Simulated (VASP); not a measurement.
MoS2, 6 atoms in the cell. The structure is hexagonal, space group P6_3/mmc (No. 194). The conventional cell has a = 3.161 Å, b = 3.161 Å, c = 11.680 Å, α = 90.00°, β = 90.00°, γ = 120.00°. Mo (site symmetry -6m2) has 6 S at 2.40 Å as nearest neighbours. S (site symmetry 3m) has 3 Mo at 2.40 Å as nearest neighbours. The cell was built by a generator and needn't be a form met in nature.

- Program: VASP 6.6.1
- Task: single point
- Functional: PBE
- Potentials or basis: VASP PAW PBE potentials, release 64 (Mo_sv, S)
- Cutoff: 520 eV
- k mesh: 8 × 8 × 2
- Occupations: fermi-dirac, width 0.05 eV
- Spin: no spin polarisation
- Further INCAR settings: ALGO = Normal; EDIFF = 1e-06

Potentials or basis: VASP PAW PBE potentials, release 64 (Mo_sv, S).

The run is started by

```console
$ cat potpaw_PBE.64/Mo_sv/POTCAR potpaw_PBE.64/S/POTCAR > POTCAR
$ mpirun -np 1 vasp_std > vasp.out
```

Hardware: 1 thread of Intel(R) Xeon(R) 6975P-C (Granite Rapids) (shared host).

Problem. Estimate the wall time of this run.

Solution. It took 26 s on 1 thread of Intel(R) Xeon(R) 6975P-C (Granite Rapids), on a shared host, peak memory 0.23 GiB. Counts: scf iterations 15, k points 20.
